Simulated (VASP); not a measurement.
# Mo (Im-3m) in VASP: density of states with LDA

Aim: the density of states of Mo with LDA.

All numbers are computed with VASP 6.6.1; they aren't measurements. Logs are shortened: lines on timing, memory, paths and dates and some standing lists are left out, and cuts for length are marked.

**1. The crystal as given**

It takes space group Im-3m (No. 229, cubic). The conventional cell has a = 3.108 Å, b = 3.108 Å, c = 3.108 Å, α = 90.00°, β = 90.00°, γ = 90.00°. Mo (site symmetry m-3m) has 8 Mo at 2.69 Å as nearest neighbours.

**2. Density of states, LDA**

POSCAR reads:

```
Mo                                      
1.0
   -1.5542062780      1.5542062780      1.5542062780
    1.5542062780     -1.5542062780      1.5542062780
    1.5542062780      1.5542062780     -1.5542062780
  Mo            
     1
Direct
     0.0000000000000000    0.0000000000000000    0.0000000000000000
```

INCAR.step1 reads:

```
ALGO = Fast ; EDIFF = 1E-7
ENCUT = 350 ; GGA = CA
ISIF = 2 ; ISMEAR = 0
LASPH = T ; LCHARG = T
LMAXMIX = 4 ; LREAL = F
LWAVE = F ; NBANDS = 13
NELM = 60 ; PREC = Accurate
SIGMA = 0.1
```

KPOINTS.step1 reads:

```
k-points
0
Gamma
  10 10 10
```

INCAR.step2 reads:

```
ALGO = Fast ; EDIFF = 1E-7
ENCUT = 350 ; GGA = CA
ICHARG = 11 ; ISIF = 2
ISMEAR = -5 ; LASPH = T
LCHARG = F ; LMAXMIX = 4
LORBIT = 10 ; LREAL = F
LWAVE = F ; NBANDS = 13
NEDOS = 2001 ; NELM = 60
PREC = Accurate ; SIGMA = 0.1
```

KPOINTS.step2 reads:

```
k-points
0
Gamma
  15 15 15
```

Potentials or basis: VASP PAW LDA potentials, release 64 (Mo_sv).

On the command line:

```
> cat potpaw_LDA.64/Mo_sv/POTCAR > POTCAR
> cp INCAR.step1 INCAR
> cp KPOINTS.step1 KPOINTS
> mpirun -np 1 vasp_std > vasp.out
> cp INCAR.step2 INCAR
> cp KPOINTS.step2 KPOINTS
> mpirun -np 1 vasp_std > vasp.out
```

OUTCAR:

```text
EDIFF = 1E-7
   ENCUT = 350
   GGA = CA
   ICHARG = 11
   ISIF = 2
   ISMEAR = -5
   LASPH = T
   LORBIT = 10
   LREAL = F
   NELM = 60
   PREC = Accurate

 ion  position               nearest neighbor table
   1  0.000  0.000  0.000-

  LATTYP: Found a body centered cubic cell.
 ALAT       =     3.1084125560

  Lattice vectors:

 A1 = (  -1.5542062780,   1.5542062780,   1.5542062780)
 A2 = (   1.5542062780,  -1.5542062780,   1.5542062780)
 A3 = (   1.5542062780,   1.5542062780,  -1.5542062780)

Analysis of symmetry for initial positions (statically):
=====================================================================
 Subroutine PRICEL returns:
 Original cell was already a primitive cell.

 Routine SETGRP: Setting up the symmetry group for a
 body centered cubic supercell.

 Subroutine GETGRP returns: Found 48 space group operations
 (whereof 48 operations were pure point group operations)
 out of a pool of 48 trial point group operations.

The static configuration has the point symmetry O_h .

Analysis of symmetry for dynamics (positions and initial velocities):
=====================================================================
 Subroutine PRICEL returns:
 Original cell was already a primitive cell.

 Routine SETGRP: Setting up the symmetry group for a
 body centered cubic supercell.

 Subroutine GETGRP returns: Found 48 space group operations
 (whereof 48 operations were pure point group operations)
 out of a pool of 48 trial point group operations.

The dynamic configuration has the point symmetry O_h .

 Subroutine INISYM returns: Found 48 space group operations
 (whereof 48 operations are pure point group operations),
 and found     1 'primitive' translations

----------------------------------------------------------------------------------------

                                     Primitive cell

  volume of cell :      15.0171

  direct lattice vectors                    reciprocal lattice vectors
    -1.554206278  1.554206278  1.554206278     0.000000000  0.321707618  0.321707618
     1.554206278 -1.554206278  1.554206278     0.321707618  0.000000000  0.321707618
     1.554206278  1.554206278 -1.554206278     0.321707618  0.321707618  0.000000000

  length of vectors
     2.691964239  2.691964239  2.691964239     0.454963277  0.454963277  0.454963277

  position of ions in fractional coordinates (direct lattice)
     0.000000000  0.000000000  0.000000000

  ion indices of the primitive-cell ions
   primitive index   ion index
                 1           1

----------------------------------------------------------------------------------------

 KPOINTS: k-points

Automatic generation of k-mesh.
 Grid dimensions read from file:
 generate k-points for:   15   15   15

 Generating k-lattice:

  Cartesian coordinates                     Fractional coordinates (reciprocal lattice)
     0.000000000  0.021447175  0.021447175     0.066666667  0.000000000  0.000000000
     0.021447175  0.000000000  0.021447175     0.000000000  0.066666667  0.000000000
     0.021447175  0.021447175  0.000000000     0.000000000  0.000000000  0.066666667

  Length of vectors
     0.030330885  0.030330885  0.030330885

  Shift w.r.t. Gamma in fractional coordinates (k-lattice)
     0.000000000  0.000000000  0.000000000

 TETIRR: Found   3891 inequivalent tetrahedra from    20250

 Subroutine IBZKPT returns following result:
 ===========================================

 Found    120 irreducible k-points:

 Following reciprocal coordinates:
            Coordinates               Weight
  0.000000  0.000000  0.000000      1.000000
  0.066667  0.000000  0.000000     12.000000
  0.133333  0.000000  0.000000     12.000000
  0.200000  0.000000  0.000000     12.000000
  0.266667  0.000000  0.000000     12.000000
  0.333333  0.000000  0.000000     12.000000
[... 16 lines left out ...]
  0.333333  0.200000  0.000000     48.000000
  0.400000  0.200000  0.000000     24.000000
 [... further k-points ...]
   k-points           NKPTS =    120   k-points in BZ     NKDIM =    120   number of bands    NBANDS=     13
   number of dos      NEDOS =   2001   number of ions     NIONS =      1
   total plane-waves  NPLWV =   4096
   dimension x,y,z NGX =    16 NGY =   16 NGZ =   16
   dimension x,y,z NGXF=    32 NGYF=   32 NGZF=   32
   ions per type =               1
   NGX,Y,Z   is equivalent  to a cutoff of   9.88,  9.88,  9.88 a.u.
   NGXF,Y,Z  is equivalent  to a cutoff of  19.76, 19.76, 19.76 a.u.
 SYSTEM =  unknown system
   PREC   = accura    normal or accurate (medium, high low for compatibility)
   ISTART =      0    job   : 0-new  1-cont  2-samecut
   ICHARG =     11    charge: 1-file 2-atom 10-const
   ISPIN  =      1    spin polarized calculation?
   LNONCOLLINEAR =      F non collinear calculations
   LSORBIT =      F    spin-orbit coupling
   LASPH  =      T    aspherical Exc in radial PAW
   ENCUT  =  350.0 eV  25.72 Ry    5.07 a.u.   4.11  4.11  4.11*2*pi/ulx,y,z
   NELM   =     60;   NELMIN=  2; NELMDL=  0     # of ELM steps
   EDIFF  = 0.1E-06   stopping-criterion for ELM
   LREAL  =      F    real-space projection
   EDIFFG = 0.1E-05   stopping-criterion for IOM
   NSW    =      0    number of steps for IOM
   IBRION =     -1    ionic relax: 0-MD 1-quasi-New 2-CG
   NFREE  =      0    steps in history (QN), initial steepest desc. (CG)
   ISIF   =      2    stress and relaxation
   ISYM   =      2    0-nonsym 1-usesym 2-fastsym
   POTIM  = 0.5000    time-step for ionic-motion
   TEBEG  =    0.0;   TEEND  =   0.0 temperature during run
   PSTRESS=    0.0 pullay stress
   NELECT =      14.0000    total number of electrons
   NUPDOWN=      -1.0000    fix difference up-down
   EMIN   =  10.00;   EMAX   =-10.00  energy-range for DOS
   EFERMI =   0.00;   METHOD = LEGACY
   ISMEAR =    -5;   SIGMA  =   0.10  broadening in eV -4-tet -1-fermi 0-gaus
   EFERMI_NEDOS =   21; number of points for ismear=-14 and -15
   IALGO  =     68    algorithm
   IMIX   =      4    mixing-type and parameters
     AMIX     =   0.40;   BMIX     =  1.00
     AMIX_MAG =   1.60;   BMIX_MAG =  1.00
  volume/ion in A,a.u.               =      15.02       101.34
  Fermi-wavevector in a.u.,A,eV,Ry     =   1.599271  3.022185 34.799202  2.557669
  Thomas-Fermi vector in A             =   2.696590
   LORBIT       =     10    0 simple, 1 ext, 2 COOP (PROOUT), +10 PAW based schemes
   GGA     = CA    functional components
   LHFCALC =     F    Hartree Fock is set to
   AEXX    =    0.0000 exact exchange contribution
   IVDW    =     0    specifies the selected vdW correction
   LEPSILON=     F    determine dielectric tensor
   LRPA    =     F    only Hartree local field effects (RPA)
 non-spin polarized calculation
 RMM-DIIS sequential band-by-band and
 Fermi weights with tetrahedron method with Bloechl corrections
  energy-cutoff  :      350.00
  volume of cell :       15.02
 maximum number of plane-waves:       236

 number of electron      13.9999988 magnetization

 Free energy of the ion-electron system (eV)
  ---------------------------------------------------
  ext. energy  EPLUGINS =         0.00000000
  ---------------------------------------------------
  free energy    TOTEN  =       -12.12766846 eV

  energy without entropy =      -12.12766846  energy(sigma->0) =      -12.12766846

 E-fermi :  13.1697     XC(G=0): -13.8260

 val. band max:       13.1021240796   @ k =   0.0667   0.0667   0.0667
 cond. band min:      13.1336578646   @ k =  -0.3333   0.3333   0.2000
 fundamental gap:      0.0315337850
 Fermi energy:        13.1697219638

 k-point     1 :       0.0000    0.0000    0.0000
  band No.  band energies     occupation
      1     -47.7809      2.00000
      2     -21.1291      2.00000
      3     -21.1291      2.00000
      4     -21.1291      2.00000
      5       5.7711      2.00000
      6      11.6885      2.00000
      7      11.6885      2.00000
      8      11.6885      2.00000
      9      14.8446      0.00000
     10      14.8446      0.00000
     11      28.0060      0.00000
     12      28.0060      0.00000
     13      28.0060      0.00000

 k-point     2 :       0.0667    0.0000    0.0000
  band No.  band energies     occupation
      1     -47.7674      2.00000
      2     -21.2035      2.00000
      3     -21.1517      2.00000
      4     -21.1297      2.00000
      5       5.9777      2.00000
      6      11.5700      2.00000
      7      11.6688      2.00000
      8      11.8850      2.00000
      9      14.6691      0.00000
     10      14.8472      0.00000
     11      28.1654      0.00000
     12      28.3550      0.00000
     13      28.4365      0.00000

 k-point     3 :       0.1333    0.0000    0.0000
  band No.  band energies     occupation
      1     -47.7292      2.00000
      2     -21.4140      2.00000
      3     -21.2164      2.00000
      4     -21.1316      2.00000
      5       6.5487      2.00000
      6      11.2520      2.00000
      7      11.5758      2.00000
      8      12.4608      2.11266
      9      14.3413      0.00000
     10      14.8666      0.00000
     11      28.5071      0.00000
     12      29.3598      0.00000
     13      29.4269      0.00000

 k-point     4 :       0.2000    0.0000    0.0000
  band No.  band energies     occupation
      1     -47.6724      2.00000
      2     -21.7155      2.00000
      3     -21.3106      2.00000
      4     -21.1343      2.00000
      5       7.3054      2.00000
      6      10.8225      2.00000
      7      11.4396      2.00000
      8      13.3808      0.26527
      9      14.2058      0.00000
     10      14.9286      0.00000
     11      28.5648      0.00000
     12      30.1036      0.00000
     13      30.9167      0.00000

 k-point     5 :       0.2667    0.0000    0.0000
  band No.  band energies     occupation
      1     -47.6065      2.00000
      2     -22.0516      2.00000
      3     -21.4163      2.00000
      4     -21.1369      2.00000
      5       7.8632      2.00000
      6      10.3754      2.00000
      7      11.6307      2.00000
      8      14.3573     -0.00264
      9      14.5781      0.00000
     10      15.0523      0.00000
     11      27.8809      0.00000
     12      29.5421      0.00000
     13      32.8982      0.00000
[... 257 lines left out ...]
 k-point    22 :       0.2667    0.2000   -0.0000
  band No.  band energies     occupation
      1     -47.4800      2.00000
      2     -22.4432      2.00000
      3     -21.7214      2.00000
      4     -21.2817      2.00000
      5       8.8229      2.00000
      6      10.0068      2.00000
      7      11.4636      2.00000
      8      14.3769      0.00000
      9      15.7310      0.00000
     10      18.8229      0.00000
     11      26.2166      0.00000
     12      27.9031      0.00000
     13      30.6629      0.00000

 k-point    23 :       0.3333    0.2000    0.0000
  band No.  band energies     occupation
      1     -47.4477      2.00000
      2     -22.5255      2.00000
      3     -21.8366      2.00000
      4     -21.2926      2.00000
      5       8.6733      2.00000
      6       9.9241      2.00000
      7      11.9828      2.00974
      8      14.6729      0.00000
      9      15.8940      0.00000
     10      20.3365      0.00000
     11      24.9436      0.00000
     12      26.8183      0.00000
     13      30.0187      0.00000

 k-point    24 :       0.4000    0.2000    0.0000
  band No.  band energies     occupation
      1     -47.4362      2.00000
      2     -22.5521      2.00000
      3     -21.8801      2.00000
      4     -21.2960      2.00000
      5       8.6018      2.00000
      6       9.9012      2.00000
      7      12.1894      2.01987
      8      14.7625      0.00000
      9      16.0318      0.00000
     10      21.0559      0.00000
     11      24.2952      0.00000
     12      26.3591      0.00000
     13      29.8418      0.00000

 [... further k-points ...]
[... 5 lines left out ...]
  --------------------------------------------------------------------------------------
  -------------------------------------------------------------------------------------
  Total       -0.0959151     -0.0959151     -0.0959151      0.0000000      0.0000000     -0.0000000
  in kB      -10.2332000    -10.2332000    -10.2332000      0.0000000      0.0000000     -0.0000000
  external PRESSURE =     -10.2332000 kB  Pullay stress =       0.0000000 kB

 VOLUME and BASIS-vectors are now :
 -----------------------------------------------------------------------------
  energy-cutoff  :      350.00
  volume of cell :       15.02
      direct lattice vectors                 reciprocal lattice vectors
    -1.554206278  1.554206278  1.554206278     0.000000000  0.321707618  0.321707618
     1.554206278 -1.554206278  1.554206278     0.321707618  0.000000000  0.321707618
     1.554206278  1.554206278 -1.554206278     0.321707618  0.321707618  0.000000000

 POSITION                                       TOTAL-FORCE (eV/Angst)
 -----------------------------------------------------------------------------------
      0.00000      0.00000      0.00000         0.000000     -0.000000     -0.000000
 -----------------------------------------------------------------------------------
    total drift:                               -0.000000      0.000000      0.000000

  FREE ENERGIE OF THE ION-ELECTRON SYSTEM (eV)
  ---------------------------------------------------
  free  energy   TOTEN  =       -12.1276684609 eV

  energy  without entropy=      -12.1276684609  energy(sigma->0) =      -12.12766846

 total charge

# of ion       s       p       d       tot
------------------------------------------
    1        2.402   6.225   3.984  12.611
```

Wall time 6.6 s (1 thread of Intel Xeon Platinum 8488C (Sapphire Rapids), shared host); peak memory 0.12 GiB.

What came out:

* Valence electrons inside the program's atomic spheres: Mo 12.61

Levels at points of the mesh, in eV from the Fermi level:
| k point | band 5 | band 6 | band 7 | band 8 | band 9 | band 10 |
| --- | --- | --- | --- | --- | --- | --- |
| (0.00, 0.00, 0.00) | -7.40 | -1.48 | -1.48 | -1.48 | 1.67 | 1.67 |

States per cell in windows of 0.5 eV (zero at the Fermi level; states under -8 eV left out):
| from (eV) | total | Mo1_d | Mo1_p | Mo1_s |
| --- | --- | --- | --- | --- |
| -8.0 | 0.00 | 0.00 | 0.00 | 0.00 |
| -7.5 | 0.01 | 0.00 | 0.00 | 0.00 |
| -7.0 | 0.02 | 0.00 | 0.00 | 0.01 |
| -6.5 | 0.04 | 0.00 | 0.00 | 0.02 |
| -6.0 | 0.08 | 0.02 | 0.00 | 0.03 |
| -5.5 | 0.39 | 0.20 | 0.01 | 0.08 |
| -5.0 | 0.63 | 0.35 | 0.02 | 0.09 |
| -4.5 | 0.74 | 0.46 | 0.03 | 0.08 |
| -4.0 | 0.38 | 0.26 | 0.02 | 0.02 |
| -3.5 | 0.94 | 0.74 | 0.04 | 0.01 |
| -3.0 | 0.57 | 0.45 | 0.02 | 0.01 |
| -2.5 | 0.41 | 0.30 | 0.02 | 0.01 |
| -2.0 | 0.92 | 0.64 | 0.07 | 0.03 |
| -1.5 | 0.37 | 0.23 | 0.04 | 0.01 |
| -1.0 | 0.26 | 0.16 | 0.03 | 0.01 |
| -0.5 | 0.28 | 0.20 | 0.02 | 0.01 |
| 0.0 | 0.39 | 0.31 | 0.02 | 0.01 |
| 0.5 | 0.54 | 0.45 | 0.02 | 0.01 |
| 1.0 | 0.64 | 0.56 | 0.01 | 0.01 |
| 1.5 | 0.69 | 0.62 | 0.01 | 0.01 |
| 2.0 | 0.90 | 0.82 | 0.01 | 0.01 |
| 2.5 | 0.61 | 0.53 | 0.02 | 0.01 |
| 3.0 | 0.36 | 0.30 | 0.02 | 0.01 |
| 3.5 | 0.32 | 0.27 | 0.01 | 0.01 |
| 4.0 | 0.23 | 0.19 | 0.01 | 0.01 |
| 4.5 | 0.14 | 0.10 | 0.01 | 0.01 |
| 5.0 | 0.15 | 0.10 | 0.02 | 0.01 |
| 5.5 | 0.14 | 0.08 | 0.02 | 0.01 |
| 6.0 | 0.13 | 0.07 | 0.02 | 0.01 |
| 6.5 | 0.13 | 0.07 | 0.02 | 0.01 |
| 7.0 | 0.12 | 0.06 | 0.03 | 0.01 |
| 7.5 | 0.12 | 0.05 | 0.03 | 0.01 |

Caveat: tetrahedron occupations give inexact forces and stress in metals.
